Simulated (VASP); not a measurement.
Runs of VASP 6.6.1 on AgCl (Chlorargyrite). The structure is cubic, space group Fm-3m (No. 225). Conventional cell: a = 5.470 Å, b = 5.470 Å, c = 5.470 Å, α = 90.00°, β = 90.00°, γ = 90.00°. Ag (site symmetry m-3m) is surrounded by 6 Cl at 2.73 Å. Cl (site symmetry m-3m) has 6 Ag at 2.73 Å as nearest neighbours. 

```csv
task,level,potentials or basis,cell,k mesh,cutoff (eV),mesh quality,gap on the mesh (eV),pressure (GPa),relaxed volume (Å³/atom)
single point,PBEsol,"VASP PAW PBE potentials, release 64 (Ag, Cl)",as given,6 × 6 × 6,520,not flagged,0.72,-0.8,-
relaxation of cell and atoms,PBE,"VASP PAW PBE potentials, release 64 (Ag, Cl)",relaxed,8 × 8 × 8,600,not flagged,0.92,0.0,22.03
relaxation of cell and atoms,PBEsol,"VASP PAW PBE potentials, release 64 (Ag, Cl)",relaxed,8 × 8 × 8,600,not flagged,0.72,0.0,(a)
relaxation of cell and atoms,r2SCAN,"VASP PAW PBE potentials, release 64 (Ag, Cl)",relaxed,8 × 8 × 8,600,not flagged,1.42,-0.1,21.32
single point,LDA,"VASP PAW LDA potentials, release 64 (Ag, Cl)",as given,6 × 6 × 6,520,not flagged,0.64,-3.7,-
single point,PBE,"VASP PAW PBE potentials, release 64 (Ag, Cl)",as given,6 × 6 × 6,520,not flagged,0.90,(b),-
relaxation of cell and atoms,PBE+D3(BJ),"VASP PAW PBE potentials, release 64 (Ag, Cl)",relaxed,8 × 8 × 8,600,not flagged,0.90,0.0,20.86
relaxation of cell and atoms,PBE,"VASP PAW PBE potentials, release 64 (Ag, Cl)",relaxed,4 × 4 × 4,300,coarse,0.90,0.0,21.87
```

Alike in all rows: no spin polarisation; smearing gaussian 0.03 eV.

Q: Fill in the values left out.

A: (a) 20.18; (b) 3.8.

Caveats: some runs use coarse meshes; the PAW data sets were made with another functional, which shifts forces and pressure a little (some runs); the cutoff is under 1.25 times the usual one of these potentials, so pressure, stress and relaxed cells hold a basis-set (Pulay) error (some runs).

A k mesh can miss the band edges, and the runs leave out spin-orbit coupling on Ag.

Not every run made on this cell is shown here.
